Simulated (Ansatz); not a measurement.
The system is Hf.

```
CELL_PARAMETERS angstrom
-1.80500 1.80500 1.80500
1.80500 -1.80500 1.80500
1.80500 1.80500 -1.80500
ATOMIC_POSITIONS crystal
Hf 0.00000 0.00000 0.00000
```

This isn't the form of Hf at room conditions, which is hcp.

Program: Ansatz 0.2.0. Alike in all runs: task band structure; potentials or basis Ansatz PAW; cell as given; smearing fermi-dirac 0.05 eV.

Question: Order these runs on this cell by their pressure, lowest first.
A. level PBEsol; spin SOC, no magnetisation; k mesh 7 × 7 × 7; cutoff (eV) 420
B. level RPBE; spin off; k mesh 10 × 10 × 10; cutoff (eV) 420
C. level r2SCAN; spin off; k mesh 10 × 10 × 10; cutoff (eV) 500

Answer: A (-8.3 GPa), C (-5.5 GPa), B (-2.2 GPa).

Caveats: the PAW data sets come from PBE, with cores solved anew for the run's functional, which leaves a small shift of forces and pressure.

Runs at the PBE level aren't shown here.
